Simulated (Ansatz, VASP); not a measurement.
## Two plane-wave programs on B

The input INCAR:

```
  PREC = Accurate
  ENCUT = 600
  EDIFF = 1E-6
  ISMEAR = 0
  SIGMA = 0.1
  LREAL = False
  LASPH = True
  NELM = 80
  ALGO = Normal
  ISIF = 3
  LWAVE = False
  LCHARG = False
  GGA = PS
  IBRION = 2
  NSW = 100
  EDIFFG = -0.01
```

File KPOINTS:

```
Automatic mesh
0
Gamma
  32 32 32
```

The input POSCAR:

```
B
1.0
    0.0000000000      1.4277998759      1.4277998759
    1.4277998759      0.0000000000      1.4277998759
    1.4277998759      1.4277998759      0.0000000000
B
1
Direct
    0.0000000000      0.0000000000      0.0000000000
```

Input for Ansatz:

```yaml
crystal:
  lattice:
    - [0.0, 1.4277998759, 1.4277998759]
    - [1.4277998759, 0.0, 1.4277998759]
    - [1.4277998759, 1.4277998759, 0.0]
  atoms:
    - { symbol: B, position: [0.0, 0.0, 0.0] }
basis:
  ecutwfc: 420
kpoints:
  mp_grid: { grid: [32, 32, 32] }
hamiltonian:
  xc: pbesol
scf:
  occupations: { method: gaussian, width: 0.1 }
output:
  forces: true
  stress: true
  eigenvalues: true
relax:
  adjacent_minimum: "off"
  f_tol: 0.01
  max_steps: 80
  cell: { stress_tol: 0.05 }
```

Alike in both runs: task relaxation of cell and atoms; functional PBEsol; k mesh 32 × 32 × 32; occupations gaussian, width 0.1 eV; no spin polarisation.

|  | VASP | Ansatz |
| --- | --- | --- |
| version | VASP 6.6.1 | Ansatz 0.2.0 |
| potentials or method | VASP PAW PBE potentials, release 64 (B) | scalar-relativistic, plane waves, PAW |
| plane-wave cutoff (eV) | 600 | 420 |
| valence electrons in the cell | 3 | 3 |

```csv
,VASP,Ansatz,Ansatz less VASP
"gap on the k mesh at the Fermi level, each at its own relaxed structure (eV)",none,none,-
relaxed volume (Å³/atom),5.84,5.83,-0.012
relaxed cell length with the largest relative difference (Å),2.021,2.020,-0.0014
```

A gap of «none» marks a metal or a gap that the smearing closes.

Caveats: the PAW data sets were made with another functional, which shifts forces and pressure a little (VASP).
